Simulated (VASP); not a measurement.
Crystal: CdF2.

```
Cd F
1.0
     0.00000    2.69400    2.69400
     2.69400    0.00000    2.69400
     2.69400    2.69400    0.00000
Cd F
1 2
Direct
  0.00000 0.00000 0.00000
  0.75000 0.75000 0.75000
  0.25000 0.25000 0.25000
```

Program: VASP 6.6.1. Alike in all runs: cell as given; cutoff (eV) 520.

Problem. Order these runs on this cell by their pressure, lowest first.
A. level r2SCAN; potentials or basis VASP PAW PBE potentials, release 64 (Cd, F); spin SOC, no magnetisation; k mesh 6 × 6 × 6; smearing gaussian 0.02 eV; ladder gaps
B. level PBE; potentials or basis VASP PAW PBE potentials, release 64 (Cd, F); spin off; k mesh 9 × 9 × 9; smearing fermi-dirac 0.05 eV
C. level LDA; potentials or basis VASP PAW LDA potentials, release 64 (Cd, F); spin SOC, no magnetisation; k mesh 6 × 6 × 6; smearing gaussian 0.02 eV; ladder gaps
D. level r2SCAN-EpsX; potentials or basis VASP PAW PBE potentials, release 64 (Cd, F); spin off; k mesh 6 × 6 × 6; smearing gaussian 0.02 eV; ladder gaps; grid for exact exchange (PRECFOCK) Fast; exchange at q = 0 truncated; share of exact exchange 0.357
E. level HSE03; potentials or basis VASP PAW PBE potentials, release 64 (Cd, F); spin off; k mesh 6 × 6 × 6; smearing gaussian 0.02 eV; ladder gaps; grid for exact exchange (PRECFOCK) Fast

Solution. C (-4.8 GPa), D (-1.5 GPa), A (1.0 GPa), E (2.8 GPa), B (6.2 GPa).

Caveats: the PAW data sets were made with another functional, which shifts forces and pressure a little (some runs); an odd mesh through Γ misses points on the zone boundary, where band edges often lie (some runs).

Not every run made on this cell is shown here.
